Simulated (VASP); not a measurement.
# Ta (Im-3m) in VASP: further runs

Runs on Ta. Level: LDA. Tasks: relaxation of cell and atoms.

Everything below comes from runs of VASP 6.6.1. Logs are shortened: lines on timing, memory, paths and dates and some standing lists are left out, and cuts for length are marked.

## (1) Starting point

It takes space group Im-3m (No. 229, cubic). Conventional cell: a = 3.303 Å, b = 3.303 Å, c = 3.303 Å, α = 90.00°, β = 90.00°, γ = 90.00°. Ta (site symmetry m-3m) is surrounded by 8 Ta at 2.86 Å.

## (2) Relaxation of cell and atoms, LDA

Contents of INCAR:

```
  PREC = Accurate
  ENCUT = 350
  EDIFF = 1E-7
  ISMEAR = 0
  SIGMA = 0.1
  LREAL = F
  LASPH = T
  NELM = 100
  ALGO = Fast
  ISIF = 3
  LWAVE = F
  LCHARG = F
  GGA = CA
  IBRION = 2
  NSW = 80
  EDIFFG = -0.002
```

Contents of KPOINTS:

```
Automatic mesh
0
Gamma
  10 10 10
```

Contents of POSCAR:

```
Ta
1.0
   -1.6512800000      1.6512800000      1.6512800000
    1.6512800000     -1.6512800000      1.6512800000
    1.6512800000      1.6512800000     -1.6512800000
Ta
1
Direct
    0.0000000000      0.0000000000      0.0000000000
```

Potentials or basis: VASP PAW LDA potentials, release 64 (Ta_pv).

Run with:

```bash
$ cat potpaw_LDA.64/Ta_pv/POTCAR > POTCAR
$ mpirun -np 1 vasp_std > vasp.out
```

OUTCAR:

```text
PREC = Accurate
   ENCUT = 350
   EDIFF = 1E-7
   ISMEAR = 0
   LREAL = F
   LASPH = T
   NELM = 100
   ISIF = 3
   GGA = CA
   IBRION = 2
   NSW = 80
   EDIFFG = -0.002

 ion  position               nearest neighbor table
   1  0.000  0.000  0.000-

  LATTYP: Found a body centered cubic cell.
 ALAT       =     3.3025600000

  Lattice vectors:

 A1 = (  -1.6512800000,   1.6512800000,   1.6512800000)
 A2 = (   1.6512800000,  -1.6512800000,   1.6512800000)
 A3 = (   1.6512800000,   1.6512800000,  -1.6512800000)

Analysis of symmetry for initial positions (statically):
=====================================================================
 Subroutine PRICEL returns:
 Original cell was already a primitive cell.

 Routine SETGRP: Setting up the symmetry group for a
 body centered cubic supercell.

 Subroutine GETGRP returns: Found 48 space group operations
 (whereof 48 operations were pure point group operations)
 out of a pool of 48 trial point group operations.

The static configuration has the point symmetry O_h .

Analysis of symmetry for dynamics (positions and initial velocities):
=====================================================================
 Subroutine PRICEL returns:
 Original cell was already a primitive cell.

 Routine SETGRP: Setting up the symmetry group for a
 body centered cubic supercell.

 Subroutine GETGRP returns: Found 48 space group operations
 (whereof 48 operations were pure point group operations)
 out of a pool of 48 trial point group operations.

The dynamic configuration has the point symmetry O_h .

 Subroutine INISYM returns: Found 48 space group operations
 (whereof 48 operations are pure point group operations),
 and found     1 'primitive' translations

----------------------------------------------------------------------------------------

                                     Primitive cell

  volume of cell :      18.0104

  direct lattice vectors                    reciprocal lattice vectors
    -1.651280000  1.651280000  1.651280000     0.000000000  0.302795407  0.302795407
     1.651280000 -1.651280000  1.651280000     0.302795407  0.000000000  0.302795407
     1.651280000  1.651280000 -1.651280000     0.302795407  0.302795407  0.000000000

  length of vectors
     2.860100858  2.860100858  2.860100858     0.428217371  0.428217371  0.428217371

  position of ions in fractional coordinates (direct lattice)
     0.000000000  0.000000000  0.000000000

  ion indices of the primitive-cell ions
   primitive index   ion index
                 1           1

----------------------------------------------------------------------------------------

 KPOINTS: Automatic mesh

Automatic generation of k-mesh.
 Grid dimensions read from file:
 generate k-points for:   10   10   10

 Generating k-lattice:

  Cartesian coordinates                     Fractional coordinates (reciprocal lattice)
     0.000000000  0.030279541  0.030279541     0.100000000  0.000000000  0.000000000
     0.030279541  0.000000000  0.030279541     0.000000000  0.100000000  0.000000000
     0.030279541  0.030279541  0.000000000     0.000000000  0.000000000  0.100000000

  Length of vectors
     0.042821737  0.042821737  0.042821737

  Shift w.r.t. Gamma in fractional coordinates (k-lattice)
     0.000000000  0.000000000  0.000000000

 Subroutine IBZKPT returns following result:
 ===========================================

 Found     47 irreducible k-points:

 Following reciprocal coordinates:
            Coordinates               Weight
  0.000000  0.000000  0.000000      1.000000
  0.100000  0.000000  0.000000     12.000000
  0.200000  0.000000  0.000000     12.000000
  0.300000  0.000000  0.000000     12.000000
  0.400000  0.000000  0.000000     12.000000
  0.500000  0.000000  0.000000      6.000000
[... 16 lines left out ...]
  0.300000  0.300000  0.100000      8.000000
 -0.300000  0.300000  0.100000     24.000000
 [... further k-points ...]
   k-points           NKPTS =     47   k-points in BZ     NKDIM =     47   number of bands    NBANDS=      9
   number of dos      NEDOS =    301   number of ions     NIONS =      1
   total plane-waves  NPLWV =   5832
   dimension x,y,z NGX =    18 NGY =   18 NGZ =   18
   dimension x,y,z NGXF=    36 NGYF=   36 NGZF=   36
   ions per type =               1
   NGX,Y,Z   is equivalent  to a cutoff of  10.46, 10.46, 10.46 a.u.
   NGXF,Y,Z  is equivalent  to a cutoff of  20.93, 20.93, 20.93 a.u.
 SYSTEM =  unknown system
   PREC   = accura    normal or accurate (medium, high low for compatibility)
   ISTART =      0    job   : 0-new  1-cont  2-samecut
   ICHARG =      2    charge: 1-file 2-atom 10-const
   ISPIN  =      1    spin polarized calculation?
   LNONCOLLINEAR =      F non collinear calculations
   LSORBIT =      F    spin-orbit coupling
   LASPH  =      T    aspherical Exc in radial PAW
   ENCUT  =  350.0 eV  25.72 Ry    5.07 a.u.   4.36  4.36  4.36*2*pi/ulx,y,z
   NELM   =    100;   NELMIN=  2; NELMDL= -5     # of ELM steps
   EDIFF  = 0.1E-06   stopping-criterion for ELM
   LREAL  =      F    real-space projection
   EDIFFG = -.2E-02   stopping-criterion for IOM
   NSW    =     80    number of steps for IOM
   IBRION =      2    ionic relax: 0-MD 1-quasi-New 2-CG
   NFREE  =      1    steps in history (QN), initial steepest desc. (CG)
   ISIF   =      3    stress and relaxation
   ISYM   =      2    0-nonsym 1-usesym 2-fastsym
   POTIM  = 0.5000    time-step for ionic-motion
   TEBEG  =    0.0;   TEEND  =   0.0 temperature during run
   PSTRESS=    0.0 pullay stress
   NELECT =      11.0000    total number of electrons
   NUPDOWN=      -1.0000    fix difference up-down
   EMIN   =  10.00;   EMAX   =-10.00  energy-range for DOS
   EFERMI =   0.00;   METHOD = LEGACY
   ISMEAR =     0;   SIGMA  =   0.10  broadening in eV -4-tet -1-fermi 0-gaus
   EFERMI_NEDOS =   21; number of points for ismear=-14 and -15
   IALGO  =     68    algorithm
   IMIX   =      4    mixing-type and parameters
     AMIX     =   0.40;   BMIX     =  1.00
     AMIX_MAG =   1.60;   BMIX_MAG =  1.00
  volume/ion in A,a.u.               =      18.01       121.54
  Fermi-wavevector in a.u.,A,eV,Ry     =   1.388988  2.624806 26.249534  1.929286
  Thomas-Fermi vector in A             =   2.513061
   LORBIT       =      0    0 simple, 1 ext, 2 COOP (PROOUT), +10 PAW based schemes
   GGA     = CA    functional components
   LHFCALC =     F    Hartree Fock is set to
   AEXX    =    0.0000 exact exchange contribution
   IVDW    =     0    specifies the selected vdW correction
   LEPSILON=     F    determine dielectric tensor
   LRPA    =     F    only Hartree local field effects (RPA)
 conjugate gradient relaxation of ions
 non-spin polarized calculation
 RMM-DIIS sequential band-by-band and
 Gauss-broadening in eV      SIGMA  =   0.10
  energy-cutoff  :      350.00
  volume of cell :       18.01
 maximum number of plane-waves:       276
 NGX is ok and might be reduce to    18
   NGX =  9   NGY =  9   NGZ =  9

--------------------------------------- Ionic step        1  -------------------------------------------

 number of electron      11.0000007 magnetization

 Free energy of the ion-electron system (eV)
  ---------------------------------------------------
  ext. energy  EPLUGINS =         0.00000000
  ---------------------------------------------------
  free energy    TOTEN  =       -12.80162380 eV

  energy without entropy =      -12.79517004  energy(sigma->0) =      -12.79839692

------------------------ aborting loop because EDIFF is reached ----------------------------------------

  FORCE on cell =-STRESS in cart. coord.  units (eV):
  Direction    XX          YY          ZZ          XY          YZ          ZX
  --------------------------------------------------------------------------------------
  -------------------------------------------------------------------------------------
  Total       -0.7690553     -0.7690553     -0.7690553      0.0000000      0.0000000      0.0000000
  in kB      -68.4141586    -68.4141586    -68.4141586      0.0000000      0.0000000      0.0000000
  external PRESSURE =     -68.4141586 kB  Pullay stress =       0.0000000 kB

 VOLUME and BASIS-vectors are now :
 -----------------------------------------------------------------------------
  energy-cutoff  :      350.00
  volume of cell :       18.01
      direct lattice vectors                 reciprocal lattice vectors
    -1.651280000  1.651280000  1.651280000     0.000000000  0.302795407  0.302795407
     1.651280000 -1.651280000  1.651280000     0.302795407  0.000000000  0.302795407
     1.651280000  1.651280000 -1.651280000     0.302795407  0.302795407  0.000000000
[... 71 lines left out ...]
 POSITION                                       TOTAL-FORCE (eV/Angst)
 -----------------------------------------------------------------------------------
      0.00000      0.00000      0.00000        -0.000000     -0.000000      0.000000
 -----------------------------------------------------------------------------------
    total drift:                                0.000000     -0.000000      0.000000

  FREE ENERGIE OF THE ION-ELECTRON SYSTEM (eV)
  ---------------------------------------------------
  free  energy   TOTEN  =       -12.8141682787 eV

  energy  without entropy=      -12.8070438519  energy(sigma->0) =      -12.81060607

--------------------------------------- Ionic step        4  -------------------------------------------

 number of electron      11.0000005 magnetization

 Free energy of the ion-electron system (eV)
  ---------------------------------------------------
  ext. energy  EPLUGINS =         0.00000000
  ---------------------------------------------------
  free energy    TOTEN  =       -12.81418315 eV

  energy without entropy =      -12.80702276  energy(sigma->0) =      -12.81060295

 E-fermi :   5.6880     XC(G=0): -12.9667

 val. band max:        5.6684731146   @ k =   0.1000   0.1000   0.0000
 cond. band min:       5.7261814775   @ k =  -0.2000   0.3000   0.1000
 fundamental gap:      0.0577083628
 Fermi energy:         5.6879902624

 k-point     1 :       0.0000    0.0000    0.0000
  band No.  band energies     occupation
      1     -27.1267      2.00000
      2     -27.1267      2.00000
      3     -27.1267      2.00000
      4      -2.2894      2.00000
      5       6.3263      0.00000
      6       6.3263      0.00000
      7       6.3263      0.00000
      8       9.7065      0.00000
      9       9.7065      0.00000

 k-point     2 :       0.1000    0.0000    0.0000
  band No.  band energies     occupation
      1     -27.2651      2.00000
      2     -27.1690      2.00000
      3     -27.1276      2.00000
      4      -1.8292      2.00000
      5       6.0367      0.00000
      6       6.2262      0.00000
      7       6.7819      0.00000
      8       9.2902      0.00000
      9       9.7105      0.00000
[... 253 lines left out ...]
 k-point    24 :      -0.3000    0.3000    0.1000
  band No.  band energies     occupation
      1     -28.0046      2.00000
      2     -27.4571      2.00000
      3     -27.2335      2.00000
      4       1.0649      2.00000
      5       5.0926      2.00000
      6       5.2682      2.00000
      7       8.2455      0.00000
      8       9.9703      0.00000
      9      10.7272      0.00000

 [... further k-points ...]

------------------------ aborting loop because EDIFF is reached ----------------------------------------

  FORCE on cell =-STRESS in cart. coord.  units (eV):
  Direction    XX          YY          ZZ          XY          YZ          ZX
  --------------------------------------------------------------------------------------
  -------------------------------------------------------------------------------------
  Total        0.0013647      0.0013647      0.0013647      0.0000000      0.0000000      0.0000000
  in kB        0.1254109      0.1254109      0.1254109      0.0000000      0.0000000      0.0000000
  external PRESSURE =       0.1254109 kB  Pullay stress =       0.0000000 kB

 VOLUME and BASIS-vectors are now :
 -----------------------------------------------------------------------------
  energy-cutoff  :      350.00
  volume of cell :       17.43
      direct lattice vectors                 reciprocal lattice vectors
    -1.633503311  1.633503311  1.633503311     0.000000000  0.306090595  0.306090595
     1.633503311 -1.633503311  1.633503311     0.306090595  0.000000000  0.306090595
     1.633503311  1.633503311 -1.633503311     0.306090595  0.306090595  0.000000000

 POSITION                                       TOTAL-FORCE (eV/Angst)
 -----------------------------------------------------------------------------------
      1.63350     -1.63350      1.63350        -0.000000      0.000000      0.000000
 -----------------------------------------------------------------------------------
    total drift:                                0.000000     -0.000000      0.000000

  FREE ENERGIE OF THE ION-ELECTRON SYSTEM (eV)
  ---------------------------------------------------
  free  energy   TOTEN  =       -12.8141831480 eV

  energy  without entropy=      -12.8070227590  energy(sigma->0) =      -12.81060295

 reached required accuracy - stopping structural energy minimisation
```

It took 13 s on 1 thread of AMD EPYC 7R13 (Zen 3), shared host; peak memory 0.09 GiB.

Results:

| Item | Value |
| --- | --- |
| Free energy | -12.8142 eV |
| Relaxed volume | 17.43 Å³/atom |
| Relaxed cell | a = 2.829 Å, b = 2.829 Å, c = 2.829 Å, α = 109.47°, β = 109.47°, γ = 109.47° |
| Space group after relaxing (to 0.05 Å) | Im-3m (No. 229) |
| Energy gained by relaxing | 12.6 meV/atom |
| Ionic steps | 4 |
| Pressure after relaxing | 0.0 GPa |
| Band gap on the k mesh | none (metal or under the smearing width) |

Step by step:
```tsv
step	energy change (eV)	largest force (eV/Å)	pressure (GPa)	volume (Å³)
1	0.0000	0.0000	-6.84	18.01
2	0.0683	0.0000	20.06	16.08
3	-0.0125	0.0000	-0.27	17.46
4	-0.0126	0.0000	0.01	17.43
```

Final structure:
```
Ta
1.0
    -1.63350    1.63350    1.63350
     1.63350   -1.63350    1.63350
     1.63350    1.63350   -1.63350
Ta
1
Direct
  0.00000 0.00000 0.00000
```

Spin-orbit coupling is left out, which matters for the levels of Ta. LDA usually gives volumes a few per cent too small.

## (3) Relaxation of cell and atoms, LDA

This run uses another cell than the first one, of 17.43 Å³/atom, 0.968 times its volume.

INCAR is that of step 2.

KPOINTS is that of step 2.

Contents of POSCAR:

```
Ta                                      
1.0
   -1.6335033106      1.6335033106      1.6335033106
    1.6335033106     -1.6335033106      1.6335033106
    1.6335033106      1.6335033106     -1.6335033106
  Ta            
     1
Direct
     0.0000000000000000    1.0000000000000000    0.0000000000000000
```

Potentials or basis: VASP PAW LDA potentials, release 64 (Ta_pv).

Run with:

```bash
$ cat potpaw_LDA.64/Ta_pv/POTCAR > POTCAR
$ mpirun -np 1 vasp_std > vasp.out
```

It took 8.5 s on 1 thread of AMD EPYC 7R13 (Zen 3), shared host; peak memory 0.08 GiB.

The run converged. Its results:

```yaml
Free_energy: -12.8133 eV
Energy_gained_by_relaxing: 0.0 meV/atom
Ionic_steps: 4
Pressure_after_relaxing: 0.0 GPa
Band_gap_on_the_k_mesh: none (metal or under the smearing width)
```

Final structure:
```xyz
1
Lattice="-1.6335 1.6335 1.6335 1.6335 -1.6335 1.6335 1.6335 1.6335 -1.6335" Properties=species:S:1:pos:R:3 pbc="T T T"
Ta    0.0000    0.0000    0.0000
```

Levels at points of the mesh, in eV from the Fermi level:
```tsv
k point	band 1	band 2	band 3	band 4	band 5	band 6	band 7	band 8	band 9
(0.00, 0.00, 0.00)	-32.81	-32.81	-32.81	-7.98	0.64	0.64	0.64	4.02	4.02
(0.50, 0.00, 0.00)	-34.14	-33.24	-32.82	-4.54	-1.71	1.88	3.92	4.97	8.03
(0.50, 0.50, 0.50)	-33.74	-33.74	-33.74	-4.03	-4.03	7.02	7.02	7.02	9.04
```

Spin-orbit coupling is left out, which matters for the levels of Ta.
